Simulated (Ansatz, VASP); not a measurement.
**Two plane-wave programs on Al**

Contents of INCAR:

```
ALGO = Fast
EDIFF = 1E-7
ENCUT = 520
GGA = PE
ISIF = 2
ISMEAR = 0
IVDW = 12
LASPH = True
LCHARG = False
LREAL = False
LWAVE = False
NBANDS = 10
NELM = 80
PREC = Accurate
SIGMA = 0.15
```

Contents of KPOINTS:

```
k-points
0
Gamma
  18 18 10
```

File POSCAR:

```
Al
1.0
    2.7983930747      0.0000000000      0.0000000000
   -1.3991965373      2.4478360703      0.0000000000
    0.0000000000      0.0000000000      4.8668500000
Al
2
Direct
    0.6666666667      0.3333333333      0.7500000000
    0.3333333333      0.6666666667      0.2500000000
```

Input for Ansatz:

```yaml
crystal:
  lattice:
    - [2.7983930747, 0.0, 0.0]
    - [-1.3991965373, 2.4478360703, 0.0]
    - [0.0, 0.0, 4.86685]
  atoms:
    - { symbol: Al, position: [0.6666666667, 0.3333333333, 0.75] }
    - { symbol: Al, position: [0.3333333333, 0.6666666667, 0.25] }
basis:
  ecutwfc: 420
kpoints:
  mp_grid: { grid: [18, 18, 10] }
hamiltonian:
  xc: pbe
  dispersion: d3bj
scf:
  occupations: { method: gaussian, width: 0.15 }
output:
  forces: true
  stress: true
  eigenvalues: true
  write_density: true
  write_potential: true
  elf: true
  volumetric_format: npy
```

Change from the starting cell: strain -0.0050 x Voigt [1, -1, 0, 0, 0, 0], atoms carried along.

Alike in both runs: task single point; functional PBE; dispersion D3(BJ); k mesh 18 × 18 × 10; occupations gaussian, width 0.15 eV; no spin polarisation.

|  | VASP | Ansatz |
| --- | --- | --- |
| version | VASP 6.6.1 | Ansatz 0.2.0 |
| potentials or method | VASP PAW PBE potentials, release 64 (Al) | scalar-relativistic, plane waves, PAW |
| plane-wave cutoff (eV) | 520 | 420 |
| valence electrons in the cell | 6 | 6 |

```csv
,VASP,Ansatz,Ansatz less VASP
gap on the k mesh at the Fermi level (eV),none,none,-
pressure (GPa),-3.2,-3.2,+0.03
largest component of the traceless stress (GPa),1.39,1.40,+0.013
```

A gap of «none» marks a metal or a gap that the smearing closes.

Caveats: pairwise dispersion overbinds metals, which lowers pressure and volume.
